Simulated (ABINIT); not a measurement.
# GaP: equation of state with r2SCAN

**Measured values to compare with.**

From “Phosphorous dimerization in GaP at high pressure”, 2017, arxiv:1709.06667, for a bulk crystal of GaP: bulk modulus 87.5 ± 0.6 GPa.

The system is GaP.

```
Ga P
1.0
     0.00000    2.72525    2.72525
     2.72525    0.00000    2.72525
     2.72525    2.72525    0.00000
Ga P
1 1
Direct
  0.00000 0.00000 0.00000
  0.75000 0.75000 0.75000
```

```
Program             : ABINIT 10.8.3 (patched build)
Task                : equation of state
Functional          : r2SCAN
Potentials or basis : JTH PAW PBE v2.0
Cutoff              : 653 eV
k mesh              : 8 × 8 × 8
Occupations         : fermi-dirac, width 0.05 eV
Spin                : no spin polarisation
Fine-grid cutoff    : 1251.72 eV
```

```yaml
Equilibrium_volume: 20.20 Å³/atom
Bulk_modulus: 87 GPa
Pressure_derivative_of_the_bulk_modulus: 4.4
```

Energy against volume, from the lowest point:
| volume (Å³/atom) | energy (meV/atom) |
| --- | --- |
| 19.026 | 20.84 |
| 19.431 | 8.66 |
| 19.836 | 1.86 |
| 20.240 | 0.00 |
| 20.645 | 2.49 |
| 21.050 | 8.92 |
| 21.455 | 18.84 |

Wall time 5.4 min on 1 thread of Arm Neoverse V2, with other jobs on the host, peak memory 0.18 GiB.

Against the measured bulk modulus of GaP, 87.5 GPa (“Phosphorous dimerization in GaP at high pressure”, 2017, arxiv:1709.06667), the calculated 87 GPa is off by -0.4 %. The fit is for a static lattice scaled at fixed shape and fixed fractional positions.

Caveat: pressures at fixed basis lie under the slope of the energies; the PAW data sets were made with another functional, which shifts forces and pressure a little.
